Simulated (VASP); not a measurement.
**AlP: single point with LDA**

**What was measured.**

A printed reference work, data compilation reports, for a bulk crystal of AlP at 4.2 K: band gap 2.505 eV (indirect).

AlP:

```
Al P
1.0
     0.00000    2.71711    2.71711
     2.71711    0.00000    2.71711
     2.71711    2.71711    0.00000
Al P
1 1
Direct
  0.00000 0.00000 0.00000
  0.25000 0.25000 0.25000
```

```json
{
  "Program": "VASP 6.6.1",
  "Task": "single point",
  "Functional": "LDA",
  "Potentials or basis": "VASP PAW LDA potentials, release 64 (Al, P)",
  "Cutoff": "500 eV",
  "k mesh": "8 × 8 × 8",
  "Occupations": "fermi-dirac, width 0.02 eV",
  "Spin": "no spin polarisation"
}
```

| Property | Result |
| --- | --- |
| Pressure | 0.0 GPa |
| Band gap on the k mesh | 1.41 eV, indirect (least direct gap 3.24 eV) |

Levels at points of the mesh, in eV from the valence-band top:
```tsv
k point	band 2	band 3	band 4	band 5	band 6	band 7
(0.00, 0.00, 0.00)	0.00	0.00	0.00	3.24	4.49	4.49
(0.50, 0.00, 0.00)	-5.64	-0.78	-0.78	2.72	4.74	4.74
(0.50, 0.50, 0.00)	-5.40	-2.15	-2.15	1.41	2.33	11.01
```

Run time: 6.4 s on 1 thread of Intel Xeon 6975P-C, on a shared host, peak memory 0.14 GiB.

A measured gap of AlP is 2.505 eV (indirect; 4.2 K; a printed reference work, data compilation); the calculated 1.41 eV misses it by -1.09 eV. The value is that of LDA on a finite k mesh, which can miss the band edges, without temperature or zero-point motion. Semilocal functionals fall short of measured gaps as a rule.
